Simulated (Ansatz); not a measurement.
Runs of Ansatz 0.2.0 on Sb. Symmetry: I4/mmm, No. 139, tetragonal system. Conventional cell: a = 3.153 Å, b = 3.153 Å, c = 5.424 Å, α = 90.00°, β = 90.00°, γ = 90.00°. Sb (site symmetry 4/mmm) has 12 Sb at 3.15 to 3.51 Å as nearest neighbours. This isn't the form of Sb at room conditions, which is rhombohedral.

```tsv
task	level	spin	cell	k mesh	points for each segment of the path	gap on the mesh (eV)	pressure (GPa)	relaxed volume (Å³/atom)
band structure	LDA	off	as given	12 × 12 × 12	14	none	(b)	-
relaxation of cell and atoms	PBEsol	off	relaxed	12 × 12 × 12	-	none	0.0	(a)
band structure	PBEsol	off	as given	12 × 12 × 12	14	none	-1.3	-
band structure	LDA	SOC, no magnetisation	as given	9 × 9 × 9	14	none	-2.1	-
relaxation of cell and atoms	LDA	off	relaxed	12 × 12 × 12	-	none	0.0	25.86
```

Alike in all rows: potentials or basis Ansatz PAW; cutoff (eV) 420; smearing fermi-dirac 0.05 eV.

**Question.** Fill in the values left out.

**Answer.** (a) 26.31; (b) -2.4.

Caveats: the PAW data sets come from PBE, with cores solved anew for the run's functional, which leaves a small shift of forces and pressure; spin-orbit coupling is left out, which moves the levels of the heavy elements (some runs); the plane-wave basis is chosen anew once the cell has moved, so the energies of steps on either side of that aren't comparable (some runs).

A k mesh can miss the band edges, and rows without SOC leave out spin-orbit coupling on Sb.

A gap of «none» marks a metal or a gap under the smearing width.

Runs at the PBE level aren't shown here.
